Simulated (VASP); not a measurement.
# Mo (Im-3m) in VASP: a series of runs

One crystal, Mo, is run at these levels: PBE; tasks: relaxation of cell and atoms.

Program: VASP 6.6.1. These are calculated values, not measurements. Logs are shortened: lines on timing, memory, paths and dates and some standing lists are left out, and cuts for length are marked.

## 1. The crystal as given

The structure is cubic, space group Im-3m (No. 229). The conventional cell has a = 3.147 Å, b = 3.147 Å, c = 3.147 Å, α = 90.00°, β = 90.00°, γ = 90.00°. Around Mo (site symmetry m-3m) lie 8 Mo at 2.73 Å.

## 2. Relaxation of cell and atoms, PBE, target pressure 45 GPa, at which the enthalpy is minimised

INCAR reads:

```
SYSTEM = Mo
ALGO     = Fast           ! electronic algorithm
EDIFF    = 1E-7           ! SCF threshold, eV
EDIFFG   = -0.002         ! ionic threshold
ENCUT    = 700            ! plane-wave cutoff, eV
GGA      = PE             ! functional
IBRION   = 2              ! ionic algorithm
ISIF     = 3              ! what is computed and relaxed
ISMEAR   = 0              ! smearing method
LASPH    = .TRUE.         ! aspherical terms in the spheres
LCHARG   = .FALSE.        ! write CHGCAR
LREAL    = .FALSE.        ! projectors in reciprocal space
LWAVE    = .FALSE.        ! write WAVECAR
NELM     = 60             ! most SCF steps
NSW      = 80             ! ionic steps
PREC     = Accurate       ! precision mode
PSTRESS  = 450.0        
SIGMA    = 0.1            ! smearing width, eV
```

KPOINTS reads:

```
k-points
0
G
  18 18 18
  0 0 0
```

POSCAR reads:

```
Mo
1.0
   -1.5734150000      1.5734150000      1.5734150000
    1.5734150000     -1.5734150000      1.5734150000
    1.5734150000      1.5734150000     -1.5734150000
Mo
1
Direct
    0.0000000000      0.0000000000      0.0000000000
```

Potentials or basis: VASP PAW PBE potentials, release 64 (Mo_sv).

On the command line:

```
cat potpaw_PBE.64/Mo_sv/POTCAR > POTCAR
mpirun -np 1 vasp_std > vasp.out
```

OUTCAR:

```text
SYSTEM = Mo
   EDIFF = 1E-7
   EDIFFG = -0.002
   ENCUT = 700
   GGA = PE
   IBRION = 2
   ISIF = 3
   ISMEAR = 0
   LASPH = .TRUE.
   LREAL = .FALSE.
   NELM = 60
   NSW = 80
   PREC = Accurate
   PSTRESS = 450.0

 ion  position               nearest neighbor table
   1  0.000  0.000  0.000-

  LATTYP: Found a body centered cubic cell.
 ALAT       =     3.1468300000

  Lattice vectors:

 A1 = (  -1.5734150000,   1.5734150000,   1.5734150000)
 A2 = (   1.5734150000,  -1.5734150000,   1.5734150000)
 A3 = (   1.5734150000,   1.5734150000,  -1.5734150000)

Analysis of symmetry for initial positions (statically):
=====================================================================
 Subroutine PRICEL returns:
 Original cell was already a primitive cell.

 Routine SETGRP: Setting up the symmetry group for a
 body centered cubic supercell.

 Subroutine GETGRP returns: Found 48 space group operations
 (whereof 48 operations were pure point group operations)
 out of a pool of 48 trial point group operations.

The static configuration has the point symmetry O_h .

Analysis of symmetry for dynamics (positions and initial velocities):
=====================================================================
 Subroutine PRICEL returns:
 Original cell was already a primitive cell.

 Routine SETGRP: Setting up the symmetry group for a
 body centered cubic supercell.

 Subroutine GETGRP returns: Found 48 space group operations
 (whereof 48 operations were pure point group operations)
 out of a pool of 48 trial point group operations.

The dynamic configuration has the point symmetry O_h .

 Subroutine INISYM returns: Found 48 space group operations
 (whereof 48 operations are pure point group operations),
 and found     1 'primitive' translations

----------------------------------------------------------------------------------------

                                     Primitive cell

  volume of cell :      15.5808

  direct lattice vectors                    reciprocal lattice vectors
    -1.573415000  1.573415000  1.573415000     0.000000000  0.317780115  0.317780115
     1.573415000 -1.573415000  1.573415000     0.317780115  0.000000000  0.317780115
     1.573415000  1.573415000 -1.573415000     0.317780115  0.317780115  0.000000000

  length of vectors
     2.725234721  2.725234721  2.725234721     0.449408949  0.449408949  0.449408949

  position of ions in fractional coordinates (direct lattice)
     0.000000000  0.000000000  0.000000000

  ion indices of the primitive-cell ions
   primitive index   ion index
                 1           1

----------------------------------------------------------------------------------------

 KPOINTS: k-points

Automatic generation of k-mesh.
 Grid dimensions read from file:
 generate k-points for:   18   18   18

 Generating k-lattice:

  Cartesian coordinates                     Fractional coordinates (reciprocal lattice)
     0.000000000  0.017654451  0.017654451     0.055555556  0.000000000  0.000000000
     0.017654451  0.000000000  0.017654451     0.000000000  0.055555556  0.000000000
     0.017654451  0.017654451  0.000000000     0.000000000  0.000000000  0.055555556

  Length of vectors
     0.024967164  0.024967164  0.024967164

  Shift w.r.t. Gamma in fractional coordinates (k-lattice)
     0.000000000  0.000000000  0.000000000

 Subroutine IBZKPT returns following result:
 ===========================================

 Found    195 irreducible k-points:

 Following reciprocal coordinates:
            Coordinates               Weight
  0.000000  0.000000  0.000000      1.000000
  0.055556  0.000000  0.000000     12.000000
  0.111111  0.000000  0.000000     12.000000
  0.166667  0.000000  0.000000     12.000000
  0.222222  0.000000  0.000000     12.000000
  0.277778  0.000000  0.000000     12.000000
[... 16 lines left out ...]
  0.333333  0.111111 -0.000000     48.000000
  0.388889  0.111111  0.000000     48.000000
 [... further k-points ...]
   k-points           NKPTS =    195   k-points in BZ     NKDIM =    195   number of bands    NBANDS=     11
   number of dos      NEDOS =    301   number of ions     NIONS =      1
   total plane-waves  NPLWV =  13824
   dimension x,y,z NGX =    24 NGY =   24 NGZ =   24
   dimension x,y,z NGXF=    48 NGYF=   48 NGZF=   48
   ions per type =               1
   NGX,Y,Z   is equivalent  to a cutoff of  14.64, 14.64, 14.64 a.u.
   NGXF,Y,Z  is equivalent  to a cutoff of  29.28, 29.28, 29.28 a.u.
 SYSTEM =  Mo
   PREC   = accura    normal or accurate (medium, high low for compatibility)
   ISTART =      0    job   : 0-new  1-cont  2-samecut
   ICHARG =      2    charge: 1-file 2-atom 10-const
   ISPIN  =      1    spin polarized calculation?
   LNONCOLLINEAR =      F non collinear calculations
   LSORBIT =      F    spin-orbit coupling
   LASPH  =      T    aspherical Exc in radial PAW
   ENCUT  =  700.0 eV  51.45 Ry    7.17 a.u.   5.88  5.88  5.88*2*pi/ulx,y,z
   NELM   =     60;   NELMIN=  2; NELMDL= -5     # of ELM steps
   EDIFF  = 0.1E-06   stopping-criterion for ELM
   LREAL  =      F    real-space projection
   EDIFFG = -.2E-02   stopping-criterion for IOM
   NSW    =     80    number of steps for IOM
   IBRION =      2    ionic relax: 0-MD 1-quasi-New 2-CG
   NFREE  =      1    steps in history (QN), initial steepest desc. (CG)
   ISIF   =      3    stress and relaxation
   ISYM   =      2    0-nonsym 1-usesym 2-fastsym
   POTIM  = 0.5000    time-step for ionic-motion
   TEBEG  =    0.0;   TEEND  =   0.0 temperature during run
   PSTRESS=  450.0 pullay stress
   NELECT =      14.0000    total number of electrons
   NUPDOWN=      -1.0000    fix difference up-down
   EMIN   =  10.00;   EMAX   =-10.00  energy-range for DOS
   EFERMI =   0.00;   METHOD = LEGACY
   ISMEAR =     0;   SIGMA  =   0.10  broadening in eV -4-tet -1-fermi 0-gaus
   EFERMI_NEDOS =   21; number of points for ismear=-14 and -15
   IALGO  =     68    algorithm
   IMIX   =      4    mixing-type and parameters
     AMIX     =   0.40;   BMIX     =  1.00
     AMIX_MAG =   1.60;   BMIX_MAG =  1.00
  volume/ion in A,a.u.               =      15.58       105.14
  Fermi-wavevector in a.u.,A,eV,Ry     =   1.579747  2.985289 33.954710  2.495601
  Thomas-Fermi vector in A             =   2.680079
   LORBIT       =      0    0 simple, 1 ext, 2 COOP (PROOUT), +10 PAW based schemes
   GGA     = PE    functional components
   LHFCALC =     F    Hartree Fock is set to
   AEXX    =    0.0000 exact exchange contribution
   IVDW    =     0    specifies the selected vdW correction
   LEPSILON=     F    determine dielectric tensor
   LRPA    =     F    only Hartree local field effects (RPA)
 conjugate gradient relaxation of ions
 non-spin polarized calculation
 RMM-DIIS sequential band-by-band and
 Gauss-broadening in eV      SIGMA  =   0.10
  energy-cutoff  :      700.00
  volume of cell :       15.58
 maximum number of plane-waves:       682
   NGX = 11   NGY = 11   NGZ = 11

--------------------------------------- Ionic step        1  -------------------------------------------

 number of electron      14.0000002 magnetization

 Free energy of the ion-electron system (eV)
  ---------------------------------------------------
  ext. energy  EPLUGINS =         0.00000000
  ---------------------------------------------------
  free energy    TOTEN  =       -10.93235521 eV

  energy without entropy =      -10.92986271  energy(sigma->0) =      -10.93110896

------------------------ aborting loop because EDIFF is reached ----------------------------------------

  FORCE on cell =-STRESS in cart. coord.  units (eV):
  Direction    XX          YY          ZZ          XY          YZ          ZX
  --------------------------------------------------------------------------------------
  -------------------------------------------------------------------------------------
  Total        0.3890505      0.3890505      0.3890505      0.0000000      0.0000000     -0.0000000
  in kB       40.0061452     40.0061452     40.0061452      0.0000000      0.0000000     -0.0000000
  external PRESSURE =    -409.9938548 kB  Pullay stress =     450.0000000 kB
[... 90 lines left out ...]
  FREE ENERGIE OF THE ION-ELECTRON SYSTEM (eV)
  ---------------------------------------------------
  free  energy   TOTEN  =       -10.7884437844 eV

  energy  without entropy=      -10.7866018564  energy(sigma->0) =      -10.78752282

  enthalpy is  TOTEN    =        -6.7801724170 eV   P V=        4.0082713673

[... ionic steps 4 to 12 ...]

--------------------------------------- Ionic step       13  -------------------------------------------

 number of electron      14.0000002 magnetization

------------------------ aborting loop because EDIFF is reached ----------------------------------------

  FORCE on cell =-STRESS in cart. coord.  units (eV):
  Direction    XX          YY          ZZ          XY          YZ          ZX
  --------------------------------------------------------------------------------------
  -------------------------------------------------------------------------------------
  Total        3.8777878      3.8777878      3.8777878      0.0000000      0.0000000     -0.0000000
  in kB      447.3360686    447.3360686    447.3360686      0.0000000      0.0000000     -0.0000000
  external PRESSURE =      -2.6639314 kB  Pullay stress =     450.0000000 kB
[... 59 lines left out ...]
  enthalpy is  TOTEN    =        -6.7946265578 eV   P V=        3.8980942690

--------------------------------------- Ionic step       15  -------------------------------------------

 number of electron      14.0000002 magnetization

 Free energy of the ion-electron system (eV)
  ---------------------------------------------------
  ext. energy  EPLUGINS =         0.00000000
  ---------------------------------------------------
  free energy    TOTEN  =       -10.69314867 eV

  energy without entropy =      -10.69109120  energy(sigma->0) =      -10.69211993

 E-fermi :  14.6466     XC(G=0): -14.0745

 val. band max:       14.6100589185   @ k =  -0.3889   0.4444   0.2778
 cond. band min:      14.6767949223   @ k =  -0.3333   0.3889   0.2778
 fundamental gap:      0.0667360038
 Fermi energy:        14.6465787003

 k-point     1 :       0.0000    0.0000    0.0000
  band No.  band energies     occupation
      1     -46.7407      2.00000
      2     -19.6725      2.00000
      3     -19.6725      2.00000
      4     -19.6725      2.00000
      5       7.0256      2.00000
      6      12.9818      2.00000
      7      12.9818      2.00000
      8      12.9818      2.00000
      9      16.4731      0.00000
     10      16.4731      0.00000
     11      29.5814      0.00000
[... 309 lines left out ...]
 k-point    24 :       0.3889    0.1111    0.0000
  band No.  band energies     occupation
      1     -46.3168      2.00000
      2     -21.5672      2.00000
      3     -20.3646      2.00000
      4     -19.7839      2.00000
      5       9.0117      2.00000
      6      10.7870      2.00000
      7      14.8283      0.01017
      8      16.4211      0.00000
      9      17.8194      0.00000
     10      20.9503      0.00000
     11      27.6148      0.00000

 [... further k-points ...]
[... 5 lines left out ...]
  --------------------------------------------------------------------------------------
  -------------------------------------------------------------------------------------
  Total        3.8983640      3.8983640      3.8983640      0.0000000     -0.0000000      0.0000000
  in kB      449.9817626    449.9817626    449.9817626      0.0000000     -0.0000000      0.0000000
  external PRESSURE =      -0.0182374 kB  Pullay stress =     450.0000000 kB
[... 16 lines left out ...]
  FREE ENERGIE OF THE ION-ELECTRON SYSTEM (eV)
  ---------------------------------------------------
  free  energy   TOTEN  =       -10.6931486656 eV

  energy  without entropy=      -10.6910911965  energy(sigma->0) =      -10.69211993

  enthalpy is  TOTEN    =        -6.7946266908 eV   P V=        3.8985219748

 reached required accuracy - stopping structural energy minimisation
```

Wall time 2 min (1 thread of Intel Xeon 6975P-C (Granite Rapids), shared host); peak memory 0.19 GiB.

Results:

```
Free energy                                            : -10.6931 eV
Relaxed volume                                         : 13.88 Å³/atom
Relaxed cell                                           : a = 2.622 Å, b = 2.622 Å, c = 2.622 Å, α = 109.47°, β = 109.47°, γ = 109.47°
Space group after relaxing (to 0.05 Å)                 : Im-3m (No. 229)
Energy change on relaxing (the enthalpy is what falls) : +239.2 meV/atom
Ionic steps                                            : 15
Pressure after relaxing                                : 45.0 GPa
Band gap on the k mesh                                 : none (metal or under the smearing width)
```

The path:
```csv
step,energy change (eV),largest force (eV/Å),pressure (GPa),volume (Å³)
1,0.0000,0.0000,4.00,15.58
2,8.6335,0.0000,618.84,8.21
3,0.1439,0.0000,33.41,14.27
4,0.1999,0.0000,40.45,14.03
5,0.2397,0.0000,45.14,13.88
6,0.2306,0.0000,43.99,13.91
7,0.2315,0.0000,44.13,13.91
8,0.2342,0.0000,44.44,13.90
9,0.2343,0.0000,44.43,13.90
10,0.2344,0.0000,44.46,13.90
11,0.2348,0.0000,44.49,13.90
12,0.2355,0.0000,44.58,13.89
13,0.2369,0.0000,44.73,13.89
14,0.2396,0.0000,45.05,13.88
15,0.2392,0.0000,45.00,13.88
```

Final structure:
```xyz
1
Lattice="-1.5140 1.5140 1.5140 1.5140 -1.5140 1.5140 1.5140 1.5140 -1.5140" Properties=species:S:1:pos:R:3 pbc="T T T"
Mo    0.0000    0.0000    0.0000
```

Levels at points of the mesh, in eV from the Fermi level:
| k point | band 5 | band 6 | band 7 | band 8 | band 9 | band 10 |
| --- | --- | --- | --- | --- | --- | --- |
| (0.00, 0.00, 0.00) | -7.62 | -1.66 | -1.66 | -1.66 | 1.83 | 1.83 |
| (0.50, 0.00, 0.00) | -6.13 | -4.06 | 1.94 | 2.13 | 2.67 | 5.59 |
| (0.50, 0.50, 0.50) | -6.47 | -6.47 | 4.65 | 4.65 | 4.65 | 10.02 |

Caveat: the cell is relaxed towards a set pressure, so the enthalpy falls and the energy may rise.

(Continued in part 2 of 2.)
